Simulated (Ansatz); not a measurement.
Relaxing TiCo

Level of theory: Ansatz, DFT PBEsol, scalar-relativistic, plane waves, PAW. (420 eV cutoff, 16×16×16 k-mesh, Gaussian smearing of 0.10 eV, collinear spin)

What was changed: relaxed at 90 GPa.

The starting moments were lost, and the run ended without a moment.

Other phases may be more stable at this pressure.

Command:

```bash
ansatz run input.yaml --threads 1 --pin off --max-ram 2560MiB --backend cpu --events-out ev --progress --plain --runs-dir out
```

Input:

```yaml
crystal:
  lattice:
    - [2.6915058534, 0.0, 0.0]
    - [0.0, 2.6915058534, 0.0]
    - [0.0, 0.0, 2.6915058534]
  atoms:
    - { symbol: Ti, position: [0.0, 0.0, 0.0] }
    - { symbol: Co, position: [0.5, 0.5, 0.5], spin: 0.75 }
basis:
  ecutwfc: 420
kpoints:
  mp_grid: { grid: [16, 16, 16] }
hamiltonian:
  xc: pbesol
scf:
  occupations: { method: gaussian, width: 0.1 }
output:
  forces: true
  stress: true
  eigenvalues: true
  populations: true
magnetization:
  spin_polarized: true
relax:
  adjacent_minimum: "off"
  f_tol: 0.008
  max_steps: 50
  cell: { stress_tol: 0.08, p_target: 90.0 }
```

F is the free energy. Steps run on the plane waves of an earlier cell, but the last one, and at times one on the way, on a freshly chosen basis, so a repeated geometry can differ a little in energy. The relaxation lowers the enthalpy F + PV at the target pressure, so F itself can rise.

Steps:

```json
{"step": "1", "F − F(1) (eV)": "0.0000", "largest force component (eV/Å)": "0.000", "V (Å³/atom)": "9.749", "P (GPa)": "84.77"}
{"step": "2", "F − F(1) (eV)": "0.0948", "largest force component (eV/Å)": "0.000", "V (Å³/atom)": "9.662", "P (GPa)": "89.30"}
{"step": "3", "F − F(1) (eV)": "0.1096", "largest force component (eV/Å)": "0.000", "V (Å³/atom)": "9.648", "P (GPa)": "90.01"}
{"step": "4", "F − F(1) (eV)": "0.1097", "largest force component (eV/Å)": "0.000", "V (Å³/atom)": "9.648", "P (GPa)": "90.00"}
```

Relaxed structure:

```yaml
crystal:
  lattice:
    - [2.68221, 0.00000, 0.00000]
    - [0.00000, 2.68221, 0.00000]
    - [0.00000, 0.00000, 2.68221]
  atoms:
    - { symbol: Ti, position: [0.00000, 0.00000, 0.00000] }
    - { symbol: Co, position: [0.50000, 0.50000, 0.50000] }
```

It takes space group Pm-3m (No. 221, cubic). Conventional cell: a = 2.682 Å, b = 2.682 Å, c = 2.682 Å, α = 90.00°, β = 90.00°, γ = 90.00°. Ti (site symmetry m-3m) is surrounded by 8 Co at 2.32 Å. Around Co (site symmetry m-3m) lie 8 Ti at 2.32 Å.

The run converged. Time: 27 s on 1 thread of Intel(R) Xeon(R) 6975P-C (Granite Rapids), on a shared host, peak memory 0.47 GiB.